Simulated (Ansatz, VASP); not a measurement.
**One calculation of BAs, two programs**

Contents of INCAR:

```
SYSTEM = BAs
PREC = Accurate
ENCUT = 520
EDIFF = 1E-7
ISMEAR = -1
SIGMA = 0.05
LREAL = .FALSE.
LASPH = .TRUE.
NELM = 60
ALGO = Normal
ISIF = 2
LWAVE = .FALSE.
LCHARG = .FALSE.
GGA = PE
NBANDS = 11
```

KPOINTS

```
regular mesh
0
G
  10 10 10
  0 0 0
```

POSCAR

```
BAs
1.0
    0.0000000000      2.3397414207      2.3397414207
    2.3397414207      0.0000000000      2.3397414207
    2.3397414207      2.3397414207      0.0000000000
As B
1 1
Direct
    0.7500000000      0.7500000000      0.7500000000
    0.0000000000      0.0000000000      0.0000000000
```

Contents of input.yaml:

```yaml
crystal:
  lattice:
    - [0.0, 2.3397414207, 2.3397414207]
    - [2.3397414207, 0.0, 2.3397414207]
    - [2.3397414207, 2.3397414207, 0.0]
  atoms:
    - { symbol: As, position: [0.75, 0.75, 0.75] }
    - { symbol: B, position: [0.0, 0.0, 0.0] }
hamiltonian:
  xc: pbe
  pseudopotentials: { kind: paw }
kpoints:
  mp_grid: { grid: [10, 10, 10] }
scf:
  occupations: { method: fermi_dirac, width: 0.05 }
output:
  forces: true
  stress: true
  eigenvalues: true
  write_density: true
  write_potential: true
  elf: true
  volumetric_format: npy
```

Change from the starting cell: volume scaled by 0.94.

Alike in both runs: task single point; functional PBE; k mesh 10 × 10 × 10; occupations fermi-dirac, width 0.05 eV; no spin polarisation.

|  | VASP | Ansatz |
| --- | --- | --- |
| version | VASP 6.6.1 | Ansatz 0.2.0 |
| potentials or method | VASP PAW PBE potentials, release 64 (As, B) | Ansatz PAW |
| plane-wave cutoff (eV) | 520 | 420 |
| valence electrons in the cell | 8 | 18 |

|  | VASP | Ansatz | Ansatz less VASP |
| --- | --- | --- | --- |
| gap on the k mesh at the Fermi level (eV) | 1.11 | 1.12 | +0.010 |
| least direct gap on the mesh (eV) | 3.36 | 3.36 | +0.004 |
| pressure (GPa) | 13.7 | 12.8 | -0.89 |

The two sets of potentials don't hold the same shells in valence.

A k mesh can miss the band edges.
